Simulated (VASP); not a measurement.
# Ge (Cmmm) in VASP: notebook, part 2 of 2

VASP 6.6.1. The steps go on from the part before.

## 3. Single point, r2SCAN+D3(BJ)

This run uses another cell than the first one, of 20.13 Å³/atom, 1.027 times its volume.

File POSCAR:

```
Ge
1.0
    1.4094593171     -2.6234292159      0.0000000000
    1.4094593171      2.6234292159      0.0000000000
    0.0000000000      0.0000000000      2.7220051853
Ge
1
Direct
    0.5000000000      0.5000000000      0.0000000000
```

File INCAR.step1:

```
PREC = Accurate ; ENCUT = 520
ISMEAR = 1 ; SIGMA = 0.3
LREAL = False ; LASPH = True
NELM = 100 ; NBANDS = 13
GGA = PE ; ALGO = Normal
EDIFF = 1E-4 ; LWAVE = True
LCHARG = False
```

File INCAR.step2:

```
PREC = Accurate ; ENCUT = 520
EDIFF = 1E-7 ; ISMEAR = 1
SIGMA = 0.3 ; LREAL = False
LASPH = True ; NELM = 100
ALGO = Normal ; ISIF = 2
LWAVE = False ; LCHARG = True
METAGGA = R2SCAN ; LMIXTAU = True
IVDW = 12 ; VDW_S6 = 1.0
VDW_S8 = 0.78981345 ; VDW_A1 = 0.49484001
VDW_A2 = 5.73083694 ; LELF = True
LVHAR = True ; NBANDS = 13
ISTART = 1
```

File KPOINTS:

```
Automatic mesh
0
Gamma
  9 9 9
```

Potentials or basis: VASP PAW PBE potentials, release 64 (Ge_d).

The run is started by

```
cat potpaw_PBE.64/Ge_d/POTCAR > POTCAR
cp INCAR.step1 INCAR
mpirun -np 1 vasp_std > vasp.out
cp INCAR.step2 INCAR
mpirun -np 1 vasp_std > vasp.out
```

OUTCAR:

```text
PREC = Accurate
   ENCUT = 520
   EDIFF = 1E-7
   ISMEAR = 1
   LREAL = False
   LASPH = True
   NELM = 100
   ISIF = 2
   METAGGA = R2SCAN
   IVDW = 12
   ISTART = 1
 IVDW          = 12

 ion  position               nearest neighbor table
   1  0.500  0.500  0.000-

  LATTYP: Found a base centered orthorhombic cell.
 ALAT       =     2.8189186342
 B/A-ratio  =     1.8613018369
 C/A-ratio  =     0.9656203454

  Lattice vectors:

 A1 = (   1.4094593171,  -2.6234292159,   0.0000000000)
 A2 = (   1.4094593171,   2.6234292159,   0.0000000000)
 A3 = (   0.0000000000,   0.0000000000,   2.7220051853)

Analysis of symmetry for initial positions (statically):
=====================================================================
 Subroutine PRICEL returns:
 Original cell was already a primitive cell.

 Routine SETGRP: Setting up the symmetry group for a
 base centered orthorhombic supercell.

 Subroutine GETGRP returns: Found  8 space group operations
 (whereof  8 operations were pure point group operations)
 out of a pool of  8 trial point group operations.

The static configuration has the point symmetry D_2h.

Analysis of symmetry for dynamics (positions and initial velocities):
=====================================================================
 Subroutine PRICEL returns:
 Original cell was already a primitive cell.

 Routine SETGRP: Setting up the symmetry group for a
 base centered orthorhombic supercell.

 Subroutine GETGRP returns: Found  8 space group operations
 (whereof  8 operations were pure point group operations)
 out of a pool of  8 trial point group operations.

The dynamic configuration has the point symmetry D_2h.

 Subroutine INISYM returns: Found  8 space group operations
 (whereof  8 operations are pure point group operations),
 and found     1 'primitive' translations

----------------------------------------------------------------------------------------

                                     Primitive cell

  volume of cell :      20.1299

  direct lattice vectors                    reciprocal lattice vectors
     1.409459317 -2.623429216  0.000000000     0.354745961 -0.190590239  0.000000000
     1.409459317  2.623429216  0.000000000     0.354745961  0.190590239  0.000000000
     0.000000000  0.000000000  2.722005185     0.000000000  0.000000000  0.367376229

  length of vectors
     2.978079317  2.978079317  2.722005185     0.402702540  0.402702540  0.367376229

  position of ions in fractional coordinates (direct lattice)
     0.500000000  0.500000000  0.000000000

  ion indices of the primitive-cell ions
   primitive index   ion index
                 1           1

----------------------------------------------------------------------------------------

 KPOINTS: Automatic mesh

Automatic generation of k-mesh.
 Grid dimensions read from file:
 generate k-points for:    9    9    9

 Generating k-lattice:

  Cartesian coordinates                     Fractional coordinates (reciprocal lattice)
     0.039416218 -0.021176693  0.000000000     0.111111111  0.000000000  0.000000000
     0.039416218  0.021176693  0.000000000     0.000000000  0.111111111  0.000000000
     0.000000000  0.000000000  0.040819581     0.000000000  0.000000000  0.111111111

  Length of vectors
[... 38 lines left out ...]
   number of dos      NEDOS =    301   number of ions     NIONS =      1
   total plane-waves  NPLWV =  11520
   dimension x,y,z NGX =    24 NGY =   24 NGZ =   20
   dimension x,y,z NGXF=    48 NGYF=   48 NGZF=   40
   ions per type =               1
   NGX,Y,Z   is equivalent  to a cutoff of  13.40, 13.40, 12.21 a.u.
   NGXF,Y,Z  is equivalent  to a cutoff of  26.80, 26.80, 24.43 a.u.
 SYSTEM =  unknown system
   PREC   = accura    normal or accurate (medium, high low for compatibility)
   ISTART =      1    job   : 0-new  1-cont  2-samecut
   ICHARG =      0    charge: 1-file 2-atom 10-const
   ISPIN  =      1    spin polarized calculation?
   LNONCOLLINEAR =      F non collinear calculations
   LSORBIT =      F    spin-orbit coupling
   LASPH  =      T    aspherical Exc in radial PAW
   ENCUT  =  520.0 eV  38.22 Ry    6.18 a.u.   5.54  5.54  5.06*2*pi/ulx,y,z
   NELM   =    100;   NELMIN=  2; NELMDL=  0     # of ELM steps
   EDIFF  = 0.1E-06   stopping-criterion for ELM
   LREAL  =      F    real-space projection
   EDIFFG = 0.1E-05   stopping-criterion for IOM
   NSW    =      0    number of steps for IOM
   IBRION =     -1    ionic relax: 0-MD 1-quasi-New 2-CG
   NFREE  =      0    steps in history (QN), initial steepest desc. (CG)
   ISIF   =      2    stress and relaxation
   ISYM   =      2    0-nonsym 1-usesym 2-fastsym
   POTIM  = 0.5000    time-step for ionic-motion
   TEBEG  =    0.0;   TEEND  =   0.0 temperature during run
   PSTRESS=    0.0 pullay stress
   NELECT =      14.0000    total number of electrons
   NUPDOWN=      -1.0000    fix difference up-down
   EMIN   =  10.00;   EMAX   =-10.00  energy-range for DOS
   EFERMI =   0.00;   METHOD = LEGACY
   ISMEAR =     1;   SIGMA  =   0.30  broadening in eV -4-tet -1-fermi 0-gaus
   EFERMI_NEDOS =   21; number of points for ismear=-14 and -15
   IALGO  =     38    algorithm
   IMIX   =      4    mixing-type and parameters
     AMIX     =   0.40;   BMIX     =  1.00
     AMIX_MAG =   1.60;   BMIX_MAG =  1.00
  volume/ion in A,a.u.               =      20.13       135.84
  Fermi-wavevector in a.u.,A,eV,Ry     =   1.450454  2.740960 28.624157  2.103816
  Thomas-Fermi vector in A             =   2.568064
   LORBIT       =      0    0 simple, 1 ext, 2 COOP (PROOUT), +10 PAW based schemes
   METAGGA = R2SCAN    functional components
   LHFCALC =     F    Hartree Fock is set to
   AEXX    =    0.0000 exact exchange contribution
   IVDW    =    12    specifies the selected vdW correction
   LEPSILON=     F    determine dielectric tensor
   LRPA    =     F    only Hartree local field effects (RPA)
 non-spin polarized calculation
 Methfessel and Paxton  Order N= 1 SIGMA  =   0.30
  energy-cutoff  :      520.00
  volume of cell :       20.13
 maximum number of plane-waves:       555
 NGX is ok and might be reduce to    24
   NGX = 11   NGY = 11   NGZ = 11

 number of electron      14.0000008 magnetization

 Free energy of the ion-electron system (eV)
  ---------------------------------------------------
  ext. energy  EPLUGINS =         0.00000000
  ---------------------------------------------------
  free energy    TOTEN  =       -13.47549046 eV

  energy without entropy =      -13.47718818  energy(sigma->0) =      -13.47605636

 E-fermi :   5.8708     XC(G=0): -11.9266

 val. band max:        5.7774291597   @ k =   0.3333   0.1111   0.4444
 cond. band min:       5.9124661251   @ k =  -0.3333   0.3333   0.3333
 fundamental gap:      0.1350369654
 Fermi energy:         5.8708458315

 k-point     1 :       0.0000    0.0000    0.0000
  band No.  band energies     occupation
      1     -19.6485      2.00000
      2     -19.5784      2.00000
      3     -19.5288      2.00000
      4     -19.4301      2.00000
      5     -19.4177      2.00000
      6      -7.4529      2.00000
      7      12.6689      0.00000
      8      13.1455      0.00000
      9      14.6816      0.00000
     10      16.2882      0.00000
     11      18.9320      0.00000
     12      21.4483      0.00000
     13      21.5825      0.00000
[... 354 lines left out ...]
  band No.  band energies     occupation
      1     -19.6266      2.00000
      2     -19.5423      2.00000
      3     -19.4677      2.00000
      4     -19.4544      2.00000
      5     -19.4305      2.00000
      6      -2.9426      2.00000
      7       0.4775      2.00000
      8       8.7038     -0.00000
      9      16.1158      0.00000
     10      18.2222      0.00000
     11      22.4772      0.00000
     12      23.1920      0.00000
     13      23.1939      0.00000

 [... further k-points ...]

------------------------ aborting loop because EDIFF is reached ----------------------------------------

 Edisp (eV)   -0.15515

 E8    (eV) :    -0.0540

  FORCE on cell =-STRESS in cart. coord.  units (eV):
  Direction    XX          YY          ZZ          XY          YZ          ZX
  --------------------------------------------------------------------------------------
  -------------------------------------------------------------------------------------
  Total      -0.54870    -0.68672    -1.05871    -0.00000     0.00000     0.00000
  in kB     -43.67212   -54.65768   -84.26472    -0.00000     0.00000     0.00000
  external pressure =      -60.86 kB  Pullay stress =        0.00 kB

 VOLUME and BASIS-vectors are now :
 -----------------------------------------------------------------------------
  energy-cutoff  :      520.00
  volume of cell :       20.13
      direct lattice vectors                 reciprocal lattice vectors
     1.409459317 -2.623429216  0.000000000     0.354745961 -0.190590239  0.000000000
     1.409459317  2.623429216  0.000000000     0.354745961  0.190590239  0.000000000
     0.000000000  0.000000000  2.722005185     0.000000000  0.000000000  0.367376229

 POSITION                                       TOTAL-FORCE (eV/Angst)
 -----------------------------------------------------------------------------------
      1.40946      0.00000      0.00000        -0.000000     -0.000000      0.000000
 -----------------------------------------------------------------------------------
    total drift:                               -0.000000     -0.000000     -0.000000

  FREE ENERGIE OF THE ION-ELECTRON SYSTEM (eV)
  ---------------------------------------------------
  free  energy   TOTEN  =       -13.6306436518 eV

  energy  without entropy=      -13.6323413748  energy(sigma->0) =      -13.63120956
```

Wall time 30 s (1 thread of Intel Xeon 6975P-C (Granite Rapids), shared host); peak memory 0.16 GiB.

What came out:

- Free energy: -13.6306 eV
- Pressure: -6.1 GPa
- Band gap on the k mesh: none (metal or under the smearing width)
- Dispersion energy per atom: -0.155 eV

Levels at points of the mesh, in eV from the Fermi level:
| k point | band 4 | band 5 | band 6 | band 7 | band 8 | band 9 | band 10 | band 11 |
| --- | --- | --- | --- | --- | --- | --- | --- | --- |
| (0.00, 0.00, 0.00) | -25.30 | -25.29 | -13.32 | 6.80 | 7.27 | 8.81 | 10.42 | 13.06 |

Caveat: the PAW data sets were made with another functional, which shifts forces and pressure a little; pairwise dispersion overbinds metals, which lowers pressure and volume.
